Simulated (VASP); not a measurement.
# C (Fd-3m) in VASP: a series of runs

The runs below take C through band structure, with PBEsol, r2SCAN, TB-mBJ.

Everything below comes from runs of VASP 6.6.1. Logs are shortened: lines on timing, memory, paths and dates and some standing lists are left out, and cuts for length are marked.

## (1) The structure

Symmetry: Fd-3m, No. 227, cubic system. The conventional cell has a = 3.555 Å, b = 3.555 Å, c = 3.555 Å, α = 90.00°, β = 90.00°, γ = 90.00°. Around C (site symmetry -43m) lie 4 C at 1.54 Å.

This isn't the form of C at room conditions, which is graphite.

## (2) Band structure, PBEsol

Input file POSCAR:

```
C
1.0
    0.0000000000      1.7774500000      1.7774500000
    1.7774500000      0.0000000000      1.7774500000
    1.7774500000      1.7774500000      0.0000000000
C
2
Direct
    0.5000000000      0.5000000000      0.5000000000
    0.7500000000      0.7500000000      0.7500000000
```

Input file INCAR.step1:

```
SYSTEM = C
  PREC = Accurate
  ENCUT = 520
  EDIFF = 1E-6
  ISMEAR = 0
  SIGMA = 0.02
  LREAL = .FALSE.
  LASPH = .TRUE.
  NELM = 100
  ALGO = Normal
  ISIF = 2
  LWAVE = .FALSE.
  LCHARG = .TRUE.
  GGA = PS
  NBANDS = 11
```

Input file KPOINTS.step1:

```
Automatic mesh
0
G
  12 12 12
  0 0 0
```

Input file INCAR.step2:

```
SYSTEM = C
  PREC = Accurate
  ENCUT = 520
  EDIFF = 1E-6
  ISMEAR = 0
  SIGMA = 0.05
  LREAL = .FALSE.
  LASPH = .TRUE.
  NELM = 100
  ALGO = Normal
  ISIF = 2
  LWAVE = .FALSE.
  LCHARG = .FALSE.
  GGA = PS
  NBANDS = 11
  ICHARG = 11
```

Input file KPOINTS.step2:

```
path GXWKGLUWLK,UX
20
line-mode
reciprocal
 0.0000000000  0.0000000000  0.0000000000  G
 0.5000000000  0.0000000000  0.5000000000  X

 0.5000000000  0.0000000000  0.5000000000  X
 0.5000000000  0.2500000000  0.7500000000  W

 0.5000000000  0.2500000000  0.7500000000  W
 0.3750000000  0.3750000000  0.7500000000  K

 0.3750000000  0.3750000000  0.7500000000  K
 0.0000000000  0.0000000000  0.0000000000  G

 0.0000000000  0.0000000000  0.0000000000  G
 0.5000000000  0.5000000000  0.5000000000  L

 0.5000000000  0.5000000000  0.5000000000  L
 0.6250000000  0.2500000000  0.6250000000  U

 0.6250000000  0.2500000000  0.6250000000  U
 0.5000000000  0.2500000000  0.7500000000  W

 0.5000000000  0.2500000000  0.7500000000  W
 0.5000000000  0.5000000000  0.5000000000  L

 0.5000000000  0.5000000000  0.5000000000  L
 0.3750000000  0.3750000000  0.7500000000  K

 0.6250000000  0.2500000000  0.6250000000  U
 0.5000000000  0.0000000000  0.5000000000  X
```

Potentials or basis: VASP PAW PBE potentials, release 64 (C).

Command:

```sh
$ cat potpaw_PBE.64/C/POTCAR > POTCAR
$ cp INCAR.step1 INCAR
$ cp KPOINTS.step1 KPOINTS
$ mpirun -np 1 vasp_std > vasp.out
$ cp INCAR.step2 INCAR
$ cp KPOINTS.step2 KPOINTS
$ mpirun -np 1 vasp_std > vasp.out
```

OUTCAR:

```text
SYSTEM = C
   PREC = Accurate
   ENCUT = 520
   EDIFF = 1E-6
   ISMEAR = 0
   LREAL = .FALSE.
   LASPH = .TRUE.
   NELM = 100
   ISIF = 2
   GGA = PS
   ICHARG = 11

 ion  position               nearest neighbor table
   1  0.500  0.500  0.500-   2 1.54   2 1.54   2 1.54   2 1.54
   2  0.750  0.750  0.750-   1 1.54   1 1.54   1 1.54   1 1.54

  LATTYP: Found a face centered cubic cell.
 ALAT       =     3.5549000000

  Lattice vectors:

 A1 = (   0.0000000000,   1.7774500000,   1.7774500000)
 A2 = (   1.7774500000,   0.0000000000,   1.7774500000)
 A3 = (   1.7774500000,   1.7774500000,   0.0000000000)

Analysis of symmetry for initial positions (statically):
=====================================================================
 Subroutine PRICEL returns:
 Original cell was already a primitive cell.

 Routine SETGRP: Setting up the symmetry group for a
 face centered cubic supercell.

 Subroutine GETGRP returns: Found 48 space group operations
 (whereof 24 operations were pure point group operations)
 out of a pool of 48 trial point group operations.

The static configuration has the point symmetry T_d .
 The point group associated with its full space group is O_h .

Analysis of symmetry for dynamics (positions and initial velocities):
=====================================================================
 Subroutine PRICEL returns:
 Original cell was already a primitive cell.

 Routine SETGRP: Setting up the symmetry group for a
 face centered cubic supercell.

 Subroutine GETGRP returns: Found 48 space group operations
 (whereof 24 operations were pure point group operations)
 out of a pool of 48 trial point group operations.

The dynamic configuration has the point symmetry T_d .
 The point group associated with its full space group is O_h .

 Subroutine INISYM returns: Found 48 space group operations
 (whereof 24 operations are pure point group operations),
 and found     1 'primitive' translations

----------------------------------------------------------------------------------------

                                     Primitive cell

  volume of cell :      11.2311

  direct lattice vectors                    reciprocal lattice vectors
     0.000000000  1.777450000  1.777450000    -0.281301865  0.281301865  0.281301865
     1.777450000  0.000000000  1.777450000     0.281301865 -0.281301865  0.281301865
     1.777450000  1.777450000  0.000000000     0.281301865  0.281301865 -0.281301865
[... 80 lines left out ...]
   EDIFFG = 0.1E-04   stopping-criterion for IOM
   NSW    =      0    number of steps for IOM
   IBRION =     -1    ionic relax: 0-MD 1-quasi-New 2-CG
   NFREE  =      0    steps in history (QN), initial steepest desc. (CG)
   ISIF   =      2    stress and relaxation
   ISYM   =      2    0-nonsym 1-usesym 2-fastsym
   POTIM  = 0.5000    time-step for ionic-motion
   TEBEG  =    0.0;   TEEND  =   0.0 temperature during run
   PSTRESS=    0.0 pullay stress
   NELECT =       8.0000    total number of electrons
   NUPDOWN=      -1.0000    fix difference up-down
   EMIN   =  10.00;   EMAX   =-10.00  energy-range for DOS
   EFERMI =   0.00;   METHOD = LEGACY
   ISMEAR =     0;   SIGMA  =   0.05  broadening in eV -4-tet -1-fermi 0-gaus
   EFERMI_NEDOS =   21; number of points for ismear=-14 and -15
   IALGO  =     38    algorithm
   IMIX   =      4    mixing-type and parameters
     AMIX     =   0.40;   BMIX     =  1.00
     AMIX_MAG =   1.60;   BMIX_MAG =  1.00
  volume/ion in A,a.u.               =       5.62        37.90
  Fermi-wavevector in a.u.,A,eV,Ry     =   1.462056  2.762886 29.083932  2.137609
  Thomas-Fermi vector in A             =   2.578315
   LORBIT       =      0    0 simple, 1 ext, 2 COOP (PROOUT), +10 PAW based schemes
   GGA     = PS    functional components
   LHFCALC =     F    Hartree Fock is set to
   AEXX    =    0.0000 exact exchange contribution
   IVDW    =     0    specifies the selected vdW correction
   LEPSILON=     F    determine dielectric tensor
   LRPA    =     F    only Hartree local field effects (RPA)
 non-spin polarized calculation
 Gauss-broadening in eV      SIGMA  =   0.05
  energy-cutoff  :      520.00
  volume of cell :       11.23
 maximum number of plane-waves:       317
 NGX is ok and might be reduce to    20

 number of electron       7.9999999 magnetization

 Free energy of the ion-electron system (eV)
  ---------------------------------------------------
  ext. energy  EPLUGINS =         0.00000000
  ---------------------------------------------------
  free energy    TOTEN  =       -19.86326815 eV

  energy without entropy =      -19.86326815  energy(sigma->0) =      -19.86326815

 E-fermi :  10.2120     XC(G=0): -13.4822

 val. band max:        9.8543107442   @ k =   0.0000   0.0000   0.0000
 cond. band min:      13.8795076687   @ k =   0.3684   0.0000   0.3684
 fundamental gap:      4.0251969245
 Fermi energy:        10.2120307182

 k-point     1 :       0.0000    0.0000    0.0000
  band No.  band energies     occupation
      1     -11.8023      2.00000
      2       9.8543      2.00000
      3       9.8543      2.00000
      4       9.8543      2.00000
      5      15.4209      0.00000
      6      15.4209      0.00000
      7      15.4209      0.00000
      8      23.4510      0.00000
      9      28.9405      0.00000
     10      36.4330      0.00000
     11      36.4647      0.00000
[... 309 lines left out ...]
 k-point    24 :       0.5000    0.0395    0.5395
  band No.  band energies     occupation
      1      -2.9541      2.00000
      2      -2.9541      2.00000
      3       3.3241      2.00000
      4       3.3241      2.00000
      5      14.7174      0.00000
      6      14.7174      0.00000
      7      26.6806      0.00000
      8      26.6806      0.00000
      9      32.9776      0.00000
     10      32.9776      0.00000
     11      41.9277      0.00000

 [... further k-points ...]
[... 5 lines left out ...]
  --------------------------------------------------------------------------------------
  -------------------------------------------------------------------------------------
  Total       -0.5099400     -0.5099400     -0.5099400      0.0000000      0.0000000      0.0000000
  in kB      -72.7457266    -72.7457266    -72.7457266      0.0000000      0.0000000      0.0000000
  external PRESSURE =     -72.7457266 kB  Pullay stress =       0.0000000 kB

 VOLUME and BASIS-vectors are now :
 -----------------------------------------------------------------------------
  energy-cutoff  :      520.00
  volume of cell :       11.23
      direct lattice vectors                 reciprocal lattice vectors
     0.000000000  1.777450000  1.777450000    -0.281301865  0.281301865  0.281301865
     1.777450000  0.000000000  1.777450000     0.281301865 -0.281301865  0.281301865
     1.777450000  1.777450000  0.000000000     0.281301865  0.281301865 -0.281301865

 POSITION                                       TOTAL-FORCE (eV/Angst)
 -----------------------------------------------------------------------------------
      1.77745      1.77745      1.77745        -0.000000      0.000000     -0.000000
      2.66617      2.66617      2.66617         0.000000     -0.000000      0.000000
 -----------------------------------------------------------------------------------
    total drift:                                0.000000     -0.000000      0.000000

  FREE ENERGIE OF THE ION-ELECTRON SYSTEM (eV)
  ---------------------------------------------------
  free  energy   TOTEN  =       -19.8632681539 eV

  energy  without entropy=      -19.8632681539  energy(sigma->0) =      -19.86326815
```

OSZICAR.step1:

```text
N       E                     dE             d eps       ncg     rms          rms(c)
DAV:   1     0.107506402846E+00    0.10751E+00   -0.48505E+03  1656   0.699E+02
DAV:   2    -0.195606790150E+02   -0.19668E+02   -0.19122E+02  2107   0.128E+02
DAV:   3    -0.199319424401E+02   -0.37126E+00   -0.37049E+00  1846   0.135E+01
DAV:   4    -0.199324782364E+02   -0.53580E-03   -0.53579E-03  1735   0.651E-01
DAV:   5    -0.199324788184E+02   -0.58203E-06   -0.58203E-06  1815   0.205E-02    0.567E+00
DAV:   6    -0.194256767204E+02    0.50680E+00   -0.25997E-01  1632   0.354E+00    0.334E+00
DAV:   7    -0.192491791622E+02    0.17650E+00   -0.31198E-01  1722   0.391E+00    0.703E-01
DAV:   8    -0.192497623312E+02   -0.58317E-03   -0.76541E-03  1659   0.687E-01    0.296E-02
DAV:   9    -0.192497801788E+02   -0.17848E-04   -0.15321E-05  1887   0.353E-02    0.216E-02
DAV:  10    -0.192497884777E+02   -0.82989E-05   -0.34927E-06  1701   0.164E-02    0.451E-03
DAV:  11    -0.192497883269E+02    0.15082E-06   -0.90920E-08   955   0.264E-03
   1 F= -.19249788E+02 E0= -.19249788E+02  d E =-.358241E-34
```

Wall time 16 s (1 thread of AMD EPYC 7R13 (Zen 3), shared host); peak memory 0.1 GiB.

Results:

* Band gap on the k mesh: 4.06 eV, indirect (least direct gap 5.57 eV)
* Band gap along the path: 4.03 eV, indirect (least direct gap 5.57 eV)

Levels at the corners of the path, in eV from the valence-band top:
| point | band 2 | band 3 | band 4 | band 5 | band 6 | band 7 |
| --- | --- | --- | --- | --- | --- | --- |
| Γ | 0.00 | 0.00 | 0.00 | 5.57 | 5.57 | 5.57 |
| X | -12.85 | -6.40 | -6.40 | 4.62 | 4.62 | 16.94 |
| X | -12.85 | -6.40 | -6.40 | 4.62 | 4.62 | 16.94 |
| W | -12.01 | -8.50 | -8.50 | 10.51 | 10.51 | 12.44 |
| W | -12.01 | -8.50 | -8.50 | 10.51 | 10.51 | 12.44 |
| K | -11.81 | -9.52 | -5.45 | 5.55 | 10.71 | 14.45 |
| K | -11.81 | -9.52 | -5.45 | 5.55 | 10.71 | 14.45 |
| Γ | 0.00 | 0.00 | 0.00 | 5.57 | 5.57 | 5.57 |
| Γ | 0.00 | 0.00 | 0.00 | 5.57 | 5.57 | 5.57 |
| L | -13.58 | -2.84 | -2.84 | 8.43 | 8.43 | 8.98 |
| L | -13.58 | -2.84 | -2.84 | 8.43 | 8.43 | 8.98 |
| U | -11.81 | -9.52 | -5.45 | 5.55 | 10.71 | 14.45 |
| U | -11.81 | -9.52 | -5.45 | 5.55 | 10.71 | 14.45 |
| W | -12.01 | -8.50 | -8.50 | 10.51 | 10.51 | 12.44 |
| W | -12.01 | -8.50 | -8.50 | 10.51 | 10.51 | 12.44 |
| L | -13.58 | -2.84 | -2.84 | 8.43 | 8.43 | 8.98 |
| L | -13.58 | -2.84 | -2.84 | 8.43 | 8.43 | 8.98 |
| K | -11.81 | -9.52 | -5.45 | 5.55 | 10.71 | 14.45 |
| U | -11.81 | -9.52 | -5.45 | 5.55 | 10.71 | 14.45 |
| X | -12.85 | -6.40 | -6.40 | 4.62 | 4.62 | 16.94 |

Caveat: the log is that of the step along the path at fixed density, whose energy, stress, charges and moments have no meaning; the PAW data sets were made with another functional, which shifts forces and pressure a little.

(Continued in part 2 of 2.)
